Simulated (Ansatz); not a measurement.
The polar optical mode of MgO at 16 GPa, worked through

Theory: DFT PBEsol, scalar-relativistic, plane waves, PAW (Ansatz). Cutoff 420 eV, 10×10×10 k-points (Γ-centred), fixed occupations. No spin polarisation. Phonons by linear response, acoustic sum rule imposed.

The cell, relaxed at 16 GPa:
```
CELL_PARAMETERS angstrom
0.00000 2.04808 2.04808
2.04808 0.00000 2.04808
2.04808 2.04808 0.00000
ATOMIC_POSITIONS crystal
Mg 0.00000 0.00000 0.00000
O 0.50000 0.50000 0.50000
```

Linear response gives ν_TO = 468.1 cm⁻¹, Born charges ±1.944 e (positive on Mg) and ε∞ = 3.154. The primitive cell holds 17.182 Å³, and the masses are 24.305 and 15.999 amu.

Question: Find ν_LO and the static dielectric constant.

Answer: The long-wave field adds a restoring force: ω_LO² − ω_TO² = Z*²e²/(ε_vac ε∞ μV). In these units ν_LO² − ν_TO² = 4.92064×10⁷ Z*²/(μ V ε∞) cm⁻², with μ = m₁m₂/(m₁ + m₂) = 9.648 amu: 355816 cm⁻². So ν_LO = √(468.1² + 355816) = 758.2 cm⁻¹, and the run gives 758.2. Lyddane–Sachs–Teller then gives ε0 = ε∞ (ν_LO/ν_TO)² = 8.28, against 8.28 in the run (it forms both from the same three quantities, so the match checks the arithmetic only). Between ν_TO and ν_LO the dielectric function is negative and an undamped crystal reflects fully: a reststrahlen band from 13.2 to 21.4 μm.

Question: What do the Clausius–Mossotti polarisability and the Szigeti charge come to?

Answer: With the Lorentz local field, α = (3V/4π)(ε∞ − 1)/(ε∞ + 2) = 1.71 Å³ for the pair, and e_S = 3Z*/(ε∞ + 2) = 1.13 e. The Born charge includes the electrons' response to the dipole's own local field, and e_S takes that enhancement out. The Lorentz field assumes point-like polarisable ions, a fair picture at this small ε∞.

Question: How strongly does a slow electron couple to the LO mode?

Answer: For one isotropic parabolic band, Fröhlich's constant is α_F = (1/ε∞ − 1/ε0) √(m* Ry/ħω_LO), with Ry = 13.606 eV, ħω_LO = 94.0 meV and m* in free-electron masses: α_F = 0.1962 × 12.03 × √m* = 2.36 √m*. The band mass isn't part of this run; for m* = 0.1, 0.3 and 1 it gives 0.75, 1.29, 2.36. In weak coupling the polaron lies α_F ħω_LO below the band edge (122 meV at m* = 0.3) with a mass m*(1 + α_F/6); past α_F of about 5 or 6 that expansion fails. A semilocal functional's ε∞ tends to be too large, which taken alone lowers α_F.

Cost: 1 run of about 0.12 core-minutes, on Arm Neoverse V2 (shared hosts).

The Born charge of ±1.944 e lies close to the nominal ionic value, as expected for a closed-shell oxide in which displacing the ions transfers little charge between them. The wide LO–TO splitting therefore needs no anomalous dynamical charge: nearly full ionic charges, light ions, a small cell and weak electronic screening suffice. The field term even exceeds the squared TO frequency, so lattice displacements supply more of the static dielectric constant than the electrons do. The Szigeti charge of 1.13 e shouldn't be read as incomplete ionisation; in the shell-model picture, its reduction reflects short-range overlap forces that deform the oxygen shell as the sublattices move.

The coupling estimate suits an electron in the dispersive, s-like conduction-band minimum. It doesn't carry over directly to holes, whose O 2p bands are degenerate and heavier, and where short-range lattice distortion may favour localisation. With only one pressure computed, the expected stiffening of the TO mode and fall in static permittivity under compression remain untested here.
